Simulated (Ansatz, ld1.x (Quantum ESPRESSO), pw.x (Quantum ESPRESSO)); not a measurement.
gallium: one change to the ultrasoft potential, in the atom and in the bcc crystal

ld1.x (Quantum ESPRESSO) 7.5 input, shortened:

```
&input
   title='Ga', zed=31., rel=1, dft='PBE', iswitch=3,
   config='[Ar] 3d10 4s2 4p1'
 /
 &inputp
   pseudotype=3, tm=.true., lloc=-1, rcloc=2.00,
   nlcc=.true., new_core_ps=.true., rcore=2.05
 /
4
4S  1  0   2.00   0.00  1.45  2.00  0.0
4S  1  0   0.00   0.65  1.45  2.00  0.0
4P  2  1   1.00   0.00  2.40  3.10  0.0
4P  2  1   0.00   0.50  2.40  3.10  0.0
 &test
   configts(1)='4s2 4p1'
 /
```

Change: all radii but the core radius scaled by about 0.84 (s 1.68, p 2.62 bohr, rcut 1.22/2.02); local potential all-electron potential smoothed inside 1.68 bohr (lloc = -1).

Cutoffs, loose and tight: the cutoffs (Ry, on a coarse ladder) from which the occupation-weighted sum of valence levels, in a spherical-Bessel basis at the reference potential, stays within 10 and 1 mRy of its value at 400 Ry. They do not see the model core or the augmentation charge, which bear on the density cutoff. Test errors are all-electron minus pseudo excitation energies from the reference, over the configurations 4s2 4p0; 4s1 4p0; 4s2 4p0.5; 4s1 4p1; 4s1 4p2; 4s0 4p3; 4s2 4p1.3; variants that change the core or the reference have their own tests.

Crystal test: bcc Ga in pw.x 7.5, no spin, 14³ k-points, Fermi–Dirac smearing 0.01 Ry, cutoffs set for each file from its atomic test. The reference is all-electron LAPW (Ansatz 0.2.0) with the same functional, mesh and smearing; V0 and B0 come from Birch–Murnaghan fits to the pressures at five volumes. Errors are pseudo minus all-electron; Δ is the rms difference of the E(V) curves that follow from these fits, minima aligned, over ±6 % about the mean V0. Mesh and smearing are coarse, so the numbers serve the comparison and aren't converged zero-temperature values; the lattice is a test structure that the element need not adopt.

All-electron: a0 = 3.373 Å (V0 = 19.18 Å³/atom), B0 = 46.6 GPa.

Task: Does the change bring the crystal closer to the all-electron result?

Result: The mean pressure error goes from -11.61 to -13.14 GPa, so the change moves the solid further from the all-electron pressures. Neither pressure curve crosses zero within the volumes sampled, so no fits are given.

```json
{"quantity": "outcome (atom)", "base": "generated", "changed": "generated"}
{"quantity": "cutoff, loose (atom)", "base": "6 Ry", "changed": "10 Ry"}
{"quantity": "cutoff, tight (atom)", "base": "8 Ry", "changed": "15 Ry"}
{"quantity": "bound ghosts (atom)", "base": "none", "changed": "none"}
{"quantity": "largest test error (meV) (atom)", "base": "-169", "changed": "-170"}
{"quantity": "cutoffs in pw.x (Ry)", "base": "40/600", "changed": "40/600"}
{"quantity": "mean pressure error (GPa)", "base": "-11.61", "changed": "-13.14"}
```

Base: The largest radius (3.10 bohr) exceeds half the bond length (2.77 bohr), so the spheres overlap, which is one possible source of error among others. This is a poor potential for the solid. The pseudo pressure rises with volume over part of the range, a mechanical instability. Changed file: This is a poor potential for the solid. The pseudo pressure rises with volume over part of the range, a mechanical instability.
